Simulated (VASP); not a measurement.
Crystal: HfO2.

```
CELL_PARAMETERS angstrom
5.55640 0.00000 0.00000
0.00000 3.33360 0.00000
0.00000 0.00000 6.50500
ATOMIC_POSITIONS crystal
Hf 0.74868 0.75000 0.60787
Hf 0.25132 0.25000 0.39213
Hf 0.24868 0.75000 0.89213
Hf 0.75132 0.25000 0.10787
O 0.63950 0.25000 0.42340
O 0.36050 0.75000 0.57660
O 0.13950 0.25000 0.07660
O 0.86050 0.75000 0.92340
O 0.52079 0.25000 0.84145
O 0.47921 0.75000 0.15855
O 0.02079 0.25000 0.65855
O 0.97921 0.75000 0.34145
```

Measurements of this composition are mostly on another form, of space group No. 14.

Base run:

```yaml
Program: VASP 6.6.1
Functional: BLYP
Potentials_or_basis: VASP PAW PBE potentials, release 64 (Hf_pv, O)
Cutoff: 520 eV
k_mesh: 4 × 6 × 3
Occupations: fermi-dirac, width 0.05 eV
Spin: no spin polarisation
```

Its results: band gap on the k mesh 3.52 eV, direct.

After a change of settings the same cell gave: band gap on the k mesh 3.25 eV, direct. Which change was it?
A. functional from BLYP to revPBE
B. functional from BLYP to RPBE
C. functional from BLYP to LDA; potentials or basis from VASP PAW PBE potentials, release 64 (Hf_pv, O) to VASP PAW LDA potentials, release 64 (Hf_pv, O)
D. functional from BLYP to PW91

C.

Caveats: spin-orbit coupling is left out, which moves the levels of the heavy elements.

Runs at the PBE level aren't shown here.
